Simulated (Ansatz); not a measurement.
# ZnSe (Stilleite) (F-43m) in Ansatz: further runs, part 2 of 2

Ansatz 0.2.0. Earlier steps stand in the parts before.

### Step 3. Born charges and dielectric tensor, BLYP+D4

Input file input.yaml:

```yaml
crystal:
  lattice:
    - [0.0, 2.8338, 2.8338]
    - [2.8338, 0.0, 2.8338]
    - [2.8338, 2.8338, 0.0]
  atoms:
    - { symbol: Se, position: [0.75, 0.75, 0.75] }
    - { symbol: Zn, position: [0.0, 0.0, 0.0] }
kpoints:
  mp_grid: { grid: [8, 8, 8] }
scf:
  occupations: { method: fixed }
hamiltonian:
  xc: blyp
  dispersion: d4
  pseudopotentials: { kind: all_electron, datasets: crystal }
output: {}
dielectric: {}
```

Potentials or basis: all-electron PAW datasets made for the crystal.

The run is started by

```
$ ansatz run input.yaml --threads 1 --pin off --max-ram 3072MiB --backend cpu --events-out ev --progress --plain --runs-dir out
```

Standard output:

```text
Warning: RAYON_NUM_THREADS=1 ignored (pool sized by the plan → 1); use --threads N
hamiltonian.pseudopotentials.datasets: crystal makes datasets for this crystal and solves the spheres of its atoms anew in each pass: cutoff 250.0 eV, the density's 1250.0 eV; for an error of 0.50 meV an atom under PBE, 1.0 meV for the cell; an energy difference from a run of another recipe may be off by several times the error for the cell, under r2SCAN by more, where some 0.1 meV an atom stays at smaller errors; in a run that uses the all-electron wave functions in the spheres, carries its plane waves along with the cell (elastic.basis: deformed) or is on a recipe of such a run or, without exact exchange, of a hybrid, they include no finite-basis correction of the energy (for plane waves above the cutoff): energies differ from those of runs with it by up to 1.1 meV an atom at a dataset_error of 0.2 meV (4 under r2SCAN), and by more at a larger error or with an open f shell (one dataset_recipe, of a run without it, keeps both alike, but for a hybrid, which always has it); Zn in spheres of 1.376 Å, 12 of its electrons in bands; Se in spheres of 1.074 Å, 6 of its electrons in bands, 10 on its site; only band paths and densities of states list, in semicore columns, the levels of the semicore shells that are solved separately: 3d of Se
Engine: ansatz 0.2.0, aarch64-unknown-linux-gnu
Pseudopotentials: kind: all_electron
Pseudopotential: Se, paw, valence charge 16, recommended cutoff 250 eV (normal), crystal/all_electron/pbe/scalar/gaussian/Se, Koelling and Harmon's equation, gaussian nucleus
Pseudopotential: Zn, paw, valence charge 12, recommended cutoff 250 eV (normal), crystal/all_electron/pbe/scalar/gaussian/Zn, Koelling and Harmon's equation, gaussian nucleus
Functional definition: BLYP
  parameter beta = 0.0042
  parameter a = 0.04918
  parameter b = 0.132
  parameter c = 0.2533
  parameter d = 0.349
  exchange = b88_x(beta = beta)
  correlation = lyp_c(a = a, b = b, c = c, d = d)
davidson cushion auto → on  (no smearing: the cushion is to keep the highest requested band from converging to the state above it; pin scf.eigensolver.cushion to override)
Crystal: 2 atoms, lattice volume = 45.513 Å³
Basis set: ecut = 250 eV, 411 PW (Γ), exchange–correlation on 48×48×48 points (8 copies of the dense FFT grid, shifted against one another)
Bands: 13, of which v1, the nominal top of the filled ones, is band 9 counted from 1 (8 counted from 0)
Symmetry: 24 space group operations
k-points: 95 of 512 (irreducible under 4 space group operations, time reversal used)
Non-local potential: Se, projectors of the file, l = 0: 1, l = 1: 1
Non-local potential: Zn, projectors of the file, l = 0: 1, l = 1: 1, l = 2: 2
PAW form: soft (Blöchl's): semilocal exchange-correlation on the pseudo side does not see the compensation charge
PAW one-centre angular grid: Se, 110 points (default); XC on its mesh's 1821 points in the sphere
PAW one-centre angular grid: Zn, 590 points (default); XC on its mesh's 1925 points in the sphere
Initial density: superposition of atomic densities (neutral atoms: chi_scale 0, normalization atom)
Initial wavefunctions: pseudopotential atomic-orbital guess
Functional: x = b88, c = lyp
iter 1 solved again at ethr=5.53e-3 eV; its pass at ethr=1.00e-1 eV (dr2=9.96e-1 eV) is discarded
SCF iter   1: F=—  HF=-115022.355851 eV  |F-HF|=—  |Δ(HF+E_count)|=         —  Δρ=3.63e-2  dr2=9.92e-1  ethr=5.53e-3  ⟨swp⟩=3.1  Hψ=7954  notcnv=0
preconditioner: auto → none  [insulator: Δε(μ)=1.567 eV  Ē_g=11.485 eV  n_scr=14 (ndim 8)  ℏωp=23.4 eV  f_vac=0.000  ε∞_Penn≈5.1]
iter 2 solved again at ethr=2.52e-4 eV; its pass at ethr=5.51e-3 eV (dr2=4.53e-2 eV) is discarded
SCF iter   2: F=—  HF=-115021.967043 eV  |F-HF|=—  |Δ(HF+E_count)|=   3.89e-1  Δρ=1.16e-2  dr2=4.61e-2  ethr=2.52e-4  ⟨swp⟩=2.0  Hψ=6286  notcnv=0
SCF iter   3: F=—  HF=-115021.942157 eV  |F-HF|=—  |Δ(HF+E_count)|=   2.49e-2  Δρ=5.97e-3  dr2=1.49e-2  ethr=2.52e-4  ⟨swp⟩=3.0  Hψ=3970  notcnv=0
SCF iter   4: F=—  HF=-115021.937597 eV  |F-HF|=—  |Δ(HF+E_count)|=   4.56e-3  Δρ=1.49e-3  dr2=6.72e-4  ethr=8.26e-5  ⟨swp⟩=3.0  Hψ=4172  notcnv=0
SCF iter   5: F=—  HF=-115021.937117 eV  |F-HF|=—  |Δ(HF+E_count)|=   4.80e-4  Δρ=4.05e-4  dr2=2.36e-5  ethr=3.73e-6  ⟨swp⟩=3.0  Hψ=4022  notcnv=0
SCF iter   6: F=—  HF=-115021.937139 eV  |F-HF|=—  |Δ(HF+E_count)|=   2.16e-5  Δρ=4.15e-5  dr2=4.56e-7  ethr=1.31e-7  ⟨swp⟩=3.4  Hψ=4515  notcnv=0
SCF iter   7: F=—  HF=-115021.937137 eV  |F-HF|=—  |Δ(HF+E_count)|=   1.02e-6  Δρ=3.69e-6  dr2=3.61e-9  ethr=2.53e-9  ⟨swp⟩=3.8  Hψ=4642  notcnv=0
SCF iter   8: F=—  HF=-115021.937137 eV  |F-HF|=—  |Δ(HF+E_count)|=   5.12e-9  Δρ=1.09e-6  dr2=5.25e-10  ethr=2.00e-11  ⟨swp⟩=3.7  Hψ=4082  notcnv=0
SCF iter   9: F=-115021.937137 eV  HF=-115021.937137 eV  |F-HF|=0.00e0  |Δ(HF+E_count)|=   1.78e-9  Δρ=1.04e-7  dr2=2.51e-12  ethr=2.91e-12  ⟨swp⟩=3.0  Hψ=3808  notcnv=0
SCF 1 converged in 9 iterations: F = -115021.937137 eV  dr2 = 2.51e-12
the response reads at least the filled bands of the reference SCF and the lowest empty band at each k-point, and that SCF's band table does not vouch for those bands. The notice of the band table in this run's record says why
DFPT response loops at Γ: preconditioner auto → none (the input reference at scf.mixing.eps_inf says where Resta's filter doesn't serve); β = 0.50; Broyden in place of MSR1
WARN: field response: the 8×8×8 k-mesh looks too coarse for the field response at k = (0.0000, 0.0000, 0.0000), direct gap 1.234 eV: take ε∞, Z* and everything formed from them as unconverged in the mesh. The response there varies over an interband length of 3.06 Å as this mesh's differences read it, which a coarse mesh reads short; the mesh's real-space period, 32.1 Å, is under 14 times that, 42.8 Å: points inside a basis were not begun: none includes the bands' part inside the spheres of datasets made for the crystal; else type a denser kpoints.mp_grid, and compare
SCF converged after 9 iterations
Free energy (F): -115021.937137 eV
Harris-Foulkes:  -115021.937137 eV  (|F-HF|=0.00e0)
Internal energy: -115021.937137 eV  (E = F + TS)
E sigma→0 (E₀):  -115021.937137 eV
Past the cutoff: waves up to 1.5 times it would add -0.000476 eV an atom, which no energy here includes
By the cutoff:   a pressure is off by up to 0.024 GPa (6 times that energy over an atom's volume, and 0.004 GPa: a bound that held against runs at twice the plane waves)
Past the cutoffs: a stress includes 0.0059 GPa for waves and charges beyond them
In the spheres:  the bands' charges fall short by 2.9e-6 e at most (sound up to 1e-3), those of shells solved beside the bands by 1.1e-7 e (sound up to 5e-4)
Fermi energy:    8.413485 eV
--- Per-component energies (eV) ---
  E_band       = 47.642611
  E_kinetic    = 147.601970
  E_local      = -3385.549299  (includes V_loc(G=0)·N_el)
  E_nonlocal   = -229.934108
  E_hartree    = 1558.180574
  E_xc         = -109.986464
  E_vxc        = -131.063496  (∫ρ·V_xc dr)
  E_paw        = -119520.099944  (= ΣΔE_a)
  E_vpaw       = -8709.767614  (= ΣTr[D̂ρ^β])
  E_ewald      = -2720.942845
  E_disp       = -1.200971  (pairwise vdW)
  E_smearing   = -0.000000  (= −TS)
  E_closure    = 9239.993950  (closes the sum)
  Σ components = -115021.937137   (vs F -115021.937137, Δ=0.00e0)
  The terms above E_closure are by the made datasets' own strengths, without shells solved beside the bands.
--- Band table (eV; the first three rows and the last of 95) ---
  k-point 0: bands = ["-4.8744", "1.7722", "1.7722", "1.7722", "2.1296", "2.1296", "8.4135", "8.4135", "8.4135", "9.6476", "14.2792", "14.2792", "14.2792"]
  k-point 1: bands = ["-4.7760", "1.7817", "1.7877", "1.7877", "2.1284", "2.1284", "7.0915", "8.2643", "8.2643", "10.6419", "14.2310", "14.5284", "14.5284"]
  k-point 2: bands = ["-4.5211", "1.8217", "1.8217", "1.8433", "2.1299", "2.1299", "5.3730", "7.9446", "7.9446", "11.1312", "14.9088", "14.9088", "15.0464"]
  k-point 94: bands = ["-3.8415", "1.8945", "1.9716", "2.1004", "2.1024", "2.4246", "3.7327", "5.7014", "5.8153", "13.8851", "14.0450", "15.4336", "16.2972"]
--- Dielectric response (ions clamped): 1 representative field direction + reference, on 95 of 512 k-points (Σ response iterations 9) ---
  k mesh reduced under 4 symmetry operations, with k and −k counted as one. Each operation leaves every solved perturbation unchanged. A smaller set is not considered because the run solves the response to a homogeneous field
  ε∞ (high-frequency dielectric tensor):
        7.120023     0.000000     0.000000
       -0.000000     7.120023     0.000000
        0.000000    -0.000000     7.120023
  Born effective charges Z* (e; rows j = field, columns β = displacement):
    site 0:
        -2.08293    0.00000    0.00000
         0.00000   -2.08293   -0.00000
        -0.00000    0.00000   -2.08293
    site 1:
         2.08293   -0.00000   -0.00000
        -0.00000    2.08293    0.00000
         0.00000   -0.00000    2.08293
  Z* charge neutrality: 1.140e-4 e pre-enforcement
  k-mesh period / interband length: 32.1 Å / 3.06 Å = 10.49 at k = (0.0000, 0.0000, 0.0000), direct gap 1.234 eV — UNDER 14: by this measure the k-mesh is too coarse for the response
```

Wall time 61 s (1 thread of Arm Neoverse V2, shared host); peak memory 1.1 GiB.

Results:

| Property | Result |
| --- | --- |
| Free energy | -115021.9371 eV |
| Band gap on the k mesh | 1.23 eV, direct |
| Electronic dielectric tensor (diagonal) | 7.12 |
| Born charges (mean of the diagonal) | Se -2.08; Zn +2.08 e |

Levels at points of the mesh, in eV from the valence-band top:
| k point | band 7 | band 8 | band 9 | band 10 | band 11 | band 12 |
| --- | --- | --- | --- | --- | --- | --- |
| (0.00, 0.00, 0.00) | 0.00 | 0.00 | 0.00 | 1.23 | 5.87 | 5.87 |
| (0.00, 0.00, -0.50) | -5.17 | -0.86 | -0.86 | 2.53 | 6.47 | 6.47 |
| (0.00, -0.50, -0.50) | -4.76 | -2.15 | -2.15 | 3.15 | 3.50 | 10.79 |
| (-0.50, 0.00, 0.00) | -5.17 | -0.86 | -0.86 | 2.53 | 6.47 | 6.47 |
| (-0.50, 0.00, -0.50) | -4.76 | -2.15 | -2.15 | 3.15 | 3.50 | 10.79 |

Electronic dielectric tensor:
```
7.12 0.00 0.00
0.00 7.12 0.00
0.00 0.00 7.12
```

Born effective charge tensors (e):
atom 1, Se
```
-2.08  0.00  0.00
 0.00 -2.08  0.00
 0.00  0.00 -2.08
```
atom 2, Zn
```
2.08 0.00 0.00
0.00 2.08 0.00
0.00 0.00 2.08
```

Caveat: the program warned that the printed levels may be off, so bands, gaps and densities of states are rough.

### Step 4. Born charges and dielectric tensor, PBE

Changes to input.yaml since step 3:

```diff
@@ -13,4 +13,3 @@
 hamiltonian:
-  xc: blyp
-  dispersion: d4
+  xc: pbe
   pseudopotentials: { kind: all_electron, datasets: crystal }
```

Potentials or basis: all-electron PAW datasets made for the crystal.

The run is started by

```
$ ansatz run input.yaml --threads 1 --pin off --max-ram 3072MiB --backend cpu --events-out ev --progress --plain --runs-dir out
```

Standard output:

```text
Warning: RAYON_NUM_THREADS=1 ignored (pool sized by the plan → 1); use --threads N
hamiltonian.pseudopotentials.datasets: crystal makes datasets for this crystal and solves the spheres of its atoms anew in each pass: cutoff 250.0 eV, the density's 1250.0 eV; for an error of 0.50 meV an atom under PBE, 1.0 meV for the cell; an energy difference from a run of another recipe may be off by several times the error for the cell, under r2SCAN by more, where some 0.1 meV an atom stays at smaller errors; in a run that uses the all-electron wave functions in the spheres, carries its plane waves along with the cell (elastic.basis: deformed) or is on a recipe of such a run or, without exact exchange, of a hybrid, they include no finite-basis correction of the energy (for plane waves above the cutoff): energies differ from those of runs with it by up to 1.1 meV an atom at a dataset_error of 0.2 meV (4 under r2SCAN), and by more at a larger error or with an open f shell (one dataset_recipe, of a run without it, keeps both alike, but for a hybrid, which always has it); Zn in spheres of 1.376 Å, 12 of its electrons in bands; Se in spheres of 1.074 Å, 6 of its electrons in bands, 10 on its site; only band paths and densities of states list, in semicore columns, the levels of the semicore shells that are solved separately: 3d of Se
[... 4 set-up lines as earlier in the session ...]
Functional definition: PBE
  parameter kappa = 0.804
  parameter beta = 0.06672455060314922
  exchange = pbe_x(kappa = kappa, mu = beta*pi^2/3)
  correlation = pbe_c(beta = beta)
davidson cushion auto → on  (no smearing: the cushion is to keep the highest requested band from converging to the state above it; pin scf.eigensolver.cushion to override)
Crystal: 2 atoms, lattice volume = 45.513 Å³
Basis set: ecut = 250 eV, 411 PW (Γ), exchange–correlation on 48×48×48 points (8 copies of the dense FFT grid, shifted against one another)
Bands: 13, of which v1, the nominal top of the filled ones, is band 9 counted from 1 (8 counted from 0)
[... 52 lines left out ...]
--- Band table (eV; the first three rows and the last of 95) ---
  k-point 0: bands = ["-5.2173", "1.5060", "1.5060", "1.5060", "1.8765", "1.8765", "8.0431", "8.0431", "8.0431", "9.3335", "13.8551", "13.8551", "13.8551"]
  k-point 1: bands = ["-5.1167", "1.5129", "1.5219", "1.5219", "1.8751", "1.8751", "6.7277", "7.8914", "7.8914", "10.3187", "13.7948", "14.1087", "14.1087"]
  k-point 2: bands = ["-4.8555", "1.5568", "1.5568", "1.5683", "1.8766", "1.8766", "5.0008", "7.5670", "7.5670", "10.7935", "14.4868", "14.4868", "14.6099"]
  k-point 94: bands = ["-4.1561", "1.6232", "1.7136", "1.8436", "1.8469", "2.1767", "3.3626", "5.2844", "5.3840", "13.5259", "13.5986", "15.0150", "15.7570"]
--- Dielectric response (ions clamped): 1 representative field direction + reference, on 95 of 512 k-points (Σ response iterations 9) ---
  k mesh reduced under 4 symmetry operations, with k and −k counted as one. Each operation leaves every solved perturbation unchanged. A smaller set is not considered because the run solves the response to a homogeneous field
  ε∞ (high-frequency dielectric tensor):
        7.129935     0.000000     0.000000
       -0.000000     7.129935    -0.000000
        0.000000    -0.000000     7.129935
  Born effective charges Z* (e; rows j = field, columns β = displacement):
    site 0:
        -2.05478    0.00000    0.00000
        -0.00000   -2.05478   -0.00000
         0.00000    0.00000   -2.05478
    site 1:
         2.05478   -0.00000   -0.00000
         0.00000    2.05478    0.00000
        -0.00000   -0.00000    2.05478
  Z* charge neutrality: 5.862e-5 e pre-enforcement
  k-mesh period / interband length: 32.1 Å / 3.02 Å = 10.63 at k = (0.0000, 0.0000, 0.0000), direct gap 1.290 eV — UNDER 14: by this measure the k-mesh is too coarse for the response
```

Run time: 61 s. Hardware: 1 thread of Arm Neoverse V2, shared host; peak memory 1.1 GiB.

What came out:

- Free energy: -115000.1024 eV
- Band gap on the k mesh: 1.29 eV, direct
- Electronic dielectric tensor (diagonal): 7.13
- Born charges (mean of the diagonal): Se -2.05; Zn +2.05 e

Electronic dielectric tensor:
```
7.13 0.00 0.00
0.00 7.13 0.00
0.00 0.00 7.13
```

Born effective charge tensors (e):
atom 1, Se
```
-2.05  0.00  0.00
 0.00 -2.05  0.00
 0.00  0.00 -2.05
```
atom 2, Zn
```
2.05 0.00 0.00
0.00 2.05 0.00
0.00 0.00 2.05
```

Caveat: the program warned that the printed levels may be off, so bands, gaps and densities of states are rough.

### Step 5. Elastic constants, LDA

Input file input.yaml:

```yaml
crystal:
  lattice:
    - [0.0, 2.8338, 2.8338]
    - [2.8338, 0.0, 2.8338]
    - [2.8338, 2.8338, 0.0]
  atoms:
    - { symbol: Se, position: [0.75, 0.75, 0.75] }
    - { symbol: Zn, position: [0.0, 0.0, 0.0] }
kpoints:
  mp_grid: { grid: [6, 6, 6] }
scf:
  occupations: { method: fermi_dirac, width: 0.05 }
hamiltonian:
  xc: lda
  pseudopotentials: { kind: all_electron, lapw: { basis_error: 0.001 } }
output:
  forces: true
  stress: true
elastic:
  mode: relaxed_ion
  stencil: two_point
```

Potentials or basis: all-electron LAPW, scalar-relativistic.

The run is started by

```
$ ansatz run input.yaml --threads 1 --pin off --max-ram 3072MiB --backend cpu --events-out ev --progress --plain --runs-dir out
```

It took 2.1 min on 1 thread of Arm Neoverse V2, shared host; peak memory 0.36 GiB.

Results (log left out):

```yaml
Free_energy: -114841.6260 eV
Pressure: -3.4 GPa
Band_gap_on_the_k_mesh: 1.03 eV, direct
Elastic_constants_C11_C12_C44: 83, 43, 41 GPa
Voigt_bulk_modulus: 56 GPa
```

Levels at points of the mesh, in eV from the valence-band top:
| k point | band 19 | band 20 | band 21 | band 22 | band 23 | band 24 | band 25 | band 26 |
| --- | --- | --- | --- | --- | --- | --- | --- | --- |
| (0.00, 0.00, 0.00) | -6.30 | 0.00 | 0.00 | 0.00 | 1.03 | 5.71 | 5.71 | 5.71 |
| (0.00, 0.00, -0.50) | -6.14 | -5.29 | -0.87 | -0.87 | 2.35 | 6.30 | 6.30 | 8.34 |
| (0.00, -0.50, -0.50) | -6.12 | -4.83 | -2.20 | -2.20 | 2.81 | 3.32 | 10.50 | 11.08 |

Elastic tensor in Voigt notation (GPa, in the Cartesian axes of the cell as first typed):
```
83 43 43  0  0  0
43 83 43  0  0  0
43 43 83  0  0  0
 0  0  0 41  0  0
 0  0  0  0 41  0
 0  0  0  0  0 41
```

Caveat: the cell is more than 3 GPa from zero pressure, which shifts response properties.

### Step 6. Overview

```tsv
task	level	potentials or basis	spin	cell	k mesh	cutoff (eV)	smearing	basis error allowed	gap on the mesh (eV)	pressure (GPa)
band structure	PBEsol+D3(BJ)	all-electron LAPW, relativistic spinors	SOC, no magnetisation	volume scaled by 0.8	6 × 6 × 6	375	gaussian 0.05 eV	0.001 eV/atom	1.98	18.3
Born charges and dielectric tensor	BLYP+D4	all-electron PAW datasets made for the crystal	off	as given	8 × 8 × 8	250	fixed	-	1.23	-
Born charges and dielectric tensor	PBE	all-electron PAW datasets made for the crystal	off	as given	8 × 8 × 8	250	fixed	-	1.29	-
elastic constants	LDA	all-electron LAPW, scalar-relativistic	off	as given	6 × 6 × 6	336	fermi-dirac 0.05 eV	0.001 eV/atom	1.03	-3.4
```

Caveats: the program warned that the printed levels may be off, so bands, gaps and densities of states are rough (some runs); so large a pressure means that the cell lies far from this level's equilibrium, or that cutoff or potentials fall short (some runs); the cell is more than 3 GPa from zero pressure, which shifts response properties (some runs).

Compare energies only between runs with the same functional and basis.

### Step 7. Comparison with measurements

Step 3. Measured gap of ZnSe: 2.695 eV (an exciton energy, a little under the gap; 300 K; “Alloy Disordering Effects on the Thermal Conductivity and Energy Gap Temperature Dependence of Cd1−xZnxSe Ternary Crystals Grown by the Bridgman Method”, 2023, pmc:10253836). This calculation gives 1.23 eV (-1.46 eV). So large a miss can be the level of theory's own, or it may mean another phase, state or a wrong row. Spin-orbit coupling on Se is left out. The value is that of BLYP+D4, without temperature or zero-point motion. Semilocal functionals fall short of measured gaps as a rule. Measured high-frequency dielectric constant of ZnSe: 5.9 (a printed reference work, textbook). This calculation gives 7.12 (+20.7 %).

Step 4. A measured gap of ZnSe is 2.695 eV (an exciton energy, a little under the gap; 300 K; “Alloy Disordering Effects on the Thermal Conductivity and Energy Gap Temperature Dependence of Cd1−xZnxSe Ternary Crystals Grown by the Bridgman Method”, 2023, pmc:10253836); the calculated 1.29 eV misses it by -1.40 eV. So large a miss can be the level of theory's own, or it may mean another phase, state or a wrong row. Spin-orbit coupling on Se is left out. The value is that of PBE, without temperature or zero-point motion. Semilocal functionals fall short of measured gaps as a rule. Measured high-frequency dielectric constant of ZnSe: 5.9 (a printed reference work, textbook). This calculation gives 7.13 (+20.8 %).

Step 5. Measured gap of ZnSe: 2.695 eV (an exciton energy, a little under the gap; 300 K; “Alloy Disordering Effects on the Thermal Conductivity and Energy Gap Temperature Dependence of Cd1−xZnxSe Ternary Crystals Grown by the Bridgman Method”, 2023, pmc:10253836). This calculation gives 1.03 eV (-1.67 eV). So large a miss can be the level of theory's own, or it may mean another phase, state or a wrong row. Spin-orbit coupling on Se is left out. The value is that of LDA, without temperature or zero-point motion. Semilocal functionals fall short of measured gaps as a rule.
